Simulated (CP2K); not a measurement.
KF (Carobbiite):

```
CELL_PARAMETERS angstrom
3.77857 0.00000 0.00000
1.88928 3.27233 0.00000
1.88928 1.09078 3.08519
ATOMIC_POSITIONS crystal
K 0.00000 0.00000 0.00000
F 0.50000 0.50000 0.50000
```

| Property | Result |
| --- | --- |
| Program | CP2K 2026.2 |
| Task | relaxation of cell and atoms |
| Functional | RPBE |
| Dispersion | D4 |
| Potentials or basis | POTENTIAL_UZH K GTH-PBE-q9, F GTH-PBE-q7; DZVP-MOLOPT-PBE-GTH basis |
| Density cutoff | 10204 eV |
| k mesh | 7 × 7 × 7 |
| Occupations | fermi-dirac, width 0.05 eV |
| Spin | no spin polarisation |

At the start: pressure 3.3 GPa; volume 19.07 Å³/atom.

Q: Where does the relaxation end?

A: Over 8 steps the energy falls by 19.8 meV/atom and the volume is 21.19 Å³/atom (+11.1 %); space group R-3m (No. 166, to 0.05 Å).

Step by step:
```
step  energy change (eV)  largest force (eV/Å)  volume (Å³)
   1              0.0000                0.0000        38.15
   2             -0.0017                0.0000        38.23
   3             -0.0390                0.0000        41.73
   4             -0.0396                0.0000        42.30
   5             -0.0366                0.0000        42.41
   6             -0.0396                0.0000        42.37
   7             -0.0396                0.0000        42.39
   8             -0.0396                0.0000        42.39
```

Final structure:
```yaml
crystal:
  lattice:
    - [3.88438, 0.00000, 0.00000]
    - [1.88925, 3.39451, 0.00000]
    - [1.88925, 1.09074, 3.21478]
  atoms:
    - { symbol: K, position: [0.00000, 0.00000, 0.00000] }
    - { symbol: F, position: [0.50000, 0.50000, 0.50000] }
```

Caveat: the potentials were made for another functional, which shifts forces and pressure; the basis of atomic orbitals isn't converged, which shifts pressures, moduli and gaps; the real-space grid breaks the cell's symmetry a little.
